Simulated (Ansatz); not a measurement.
## Sr: how the free axis answers a strain

Sr, P6_3/mmc, a = 4.263 Å, c = 13.977 Å. This isn't the element's structure at ambient conditions. Ansatz: PBE, PAW, 420 eV, Γ-centred 12×12×4 mesh on 4 atoms, Gaussian smearing 0.10 eV; no spin polarisation. Series: biaxial strain in the a-b plane, c and atoms relaxed; x is the strain in per cent. y is the change of c in per cent of 13.977 Å.

```tsv
x (%)	y (%)
-6.0	?
-4.0	1.27
-2.0	0.71
0.0	0.00
2.0	-0.78
4.0	-1.53
6.0	-2.13
```

Q: Fit y = c1 x + c2 x² to the other rows, say what c1 measures, and predict the missing y.

A: Least squares on the rows shown. y = −0.3443 x − 0.003668 x². With no stress along c, c1 = −2C13/C33 = -0.344. With a term in x³ added, the coefficient of x becomes -0.3830, 11 % more, which shows how far this figure hangs on the form. At x = -6.0 the fit asked for gives 1.93 %. The run gave 1.72 %, so the fit is 0.21 % too high, 5.5 % of the span of the series, against an rms of 0.07 % on the fitted rows. The row lies outside the fitted range. With a term in x³ added, a fit to the same known rows predicts 1.55 %, a smaller miss on the other side.